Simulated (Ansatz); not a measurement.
SnO2:

```
Sn O
1.0
     5.17526    0.00000    0.00000
     0.00000    5.17526    0.00000
     0.00000    0.00000    5.17526
Sn O
4 8
Cartesian
  0.0000 0.0000 0.0000
  2.5876 0.0000 2.5876
  2.5876 2.5876 0.0000
  0.0000 2.5876 2.5876
  3.4214 4.3415 0.8337
  4.3415 0.8337 3.4214
  0.8337 3.4214 4.3415
  1.7539 1.7539 1.7539
  3.4214 3.4214 3.4214
  4.3415 1.7539 0.8337
  0.8337 4.3415 1.7539
  1.7539 0.8337 4.3415
```

Measurements of this composition are mostly on another form, of space group No. 136.

Base run:

```yaml
Program: Ansatz 0.2.0
Functional: RPBE
Potentials_or_basis: Ansatz PAW
Cutoff: "420 eV (not typed: the program's choice for these potentials)"
k_mesh: 4 × 4 × 4
Occupations: fermi-dirac, width 0.05 eV
Spin: no spin polarisation
```

Its results: band gap on the k mesh 0.64 eV, indirect (least direct gap 0.69 eV); pressure 3.6 GPa; largest force 0.015 eV/Å.

Problem. The run is repeated on the same cell with these changes: functional from RPBE to BLYP. What comes out?

Solution. Band gap on the k mesh 0.59 eV, indirect (least direct gap 0.64 eV); pressure 5.4 GPa; largest force 0.038 eV/Å.

Caveats: spin-orbit coupling is left out, which moves the levels of the heavy elements; the PAW data sets come from PBE, with cores solved anew for the run's functional, which leaves a small shift of forces and pressure.
